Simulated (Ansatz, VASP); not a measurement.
## TlBr in VASP and in Ansatz

```xyz
2
Lattice="4.0527 0.0000 0.0000 0.0000 4.0527 0.0000 0.0000 0.0000 4.0527" Properties=species:S:1:pos:R:3 pbc="T T T"
Tl    0.0000    0.0000    0.0000
Br    2.0264    2.0264    2.0264
```

The cell comes from a database or a generator and needn't be the stable form of this composition.

Alike in both runs: task single point; functional PBE; k mesh 7 × 7 × 7; occupations fermi-dirac, width 0.02 eV; no spin polarisation.

|  | VASP | Ansatz |
| --- | --- | --- |
| version | VASP 6.6.1 | Ansatz 0.2.0 |
| potentials or method | VASP PAW PBE potentials, release 64 (Tl_d, Br), cutoff 520 eV | all-electron LAPW, scalar-relativistic |

|  | VASP | Ansatz | Ansatz less VASP |
| --- | --- | --- | --- |
| gap on the k mesh at the Fermi level (eV) | 2.37 | 2.37 | -0.004 |
| pressure (GPa) | 0.0 | 0.0 | +0.04 |

Ansatz ran all-electron here, so the differences hold the error of VASP's frozen core and of both bases.

Caveats: spin-orbit coupling is left out, which as a rule narrows the gap of such compounds by several tenths of an eV; an odd mesh through Γ misses points on the zone boundary, where band edges often lie. A hybrid or GW would open this gap; PBE tends to underestimate it.
